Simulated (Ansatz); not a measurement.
## Density of states of SnO

```cif
data_structure
_symmetry_space_group_name_H-M 'F-43m'
_symmetry_Int_Tables_number 216
_cell_length_a 5.4752
_cell_length_b 5.4752
_cell_length_c 5.4752
_cell_angle_alpha 90.000
_cell_angle_beta 90.000
_cell_angle_gamma 90.000
_cell_volume 164.13
loop_
_atom_site_label
_atom_site_type_symbol
_atom_site_symmetry_multiplicity
_atom_site_Wyckoff_symbol
_atom_site_fract_x
_atom_site_fract_y
_atom_site_fract_z
_atom_site_occupancy
Sn1 Sn 4 a 0.00000 0.00000 0.00000 1
O1 O 4 d 0.25000 0.25000 0.75000 1
```

The runs use the primitive cell with vectors (0.000, 2.738, 2.738), (2.738, 0.000, 2.738), (2.738, 2.738, 0.000) Å, to which the k mesh refers.

The structure comes from a relaxation in the same program, started in the zincblende type, and has space group F-43m. Whether it is a known phase or the ground state wasn't checked.

No spin–orbit coupling, which matters for the heavy atoms here.

These are results of Ansatz 0.2.0, DFT, PBE, all-electron LAPW, scalar-relativistic, not measurements.

Settings: a Γ-centred 12×12×12 k mesh, Fermi–Dirac smearing of 0.08 eV, basis error target 1 meV/atom, no spin polarisation.

States per eV and cell, averaged over 0.6 eV, from -8.2 to 3.6 eV, with energies (bin centres) from the Fermi level; empty bins are left out. 

```json
{"E (eV)": "-8.0", "total": "0.03"}
{"E (eV)": "-7.4", "total": "2.93"}
{"E (eV)": "-6.8", "total": "0.34"}
{"E (eV)": "-6.2", "total": "0.03"}
{"E (eV)": "-5.0", "total": "1.62"}
{"E (eV)": "-4.4", "total": "2.89"}
{"E (eV)": "-3.8", "total": "2.14"}
{"E (eV)": "-3.2", "total": "0.10"}
{"E (eV)": "-2.6", "total": "0.30"}
{"E (eV)": "-2.0", "total": "0.64"}
{"E (eV)": "-1.4", "total": "0.77"}
{"E (eV)": "-0.8", "total": "0.92"}
{"E (eV)": "-0.2", "total": "0.66"}
{"E (eV)": "0.4", "total": "0.27"}
{"E (eV)": "1.0", "total": "0.59"}
{"E (eV)": "1.6", "total": "1.62"}
{"E (eV)": "2.2", "total": "0.54"}
{"E (eV)": "2.8", "total": "0.79"}
{"E (eV)": "3.4", "total": "1.05"}
```
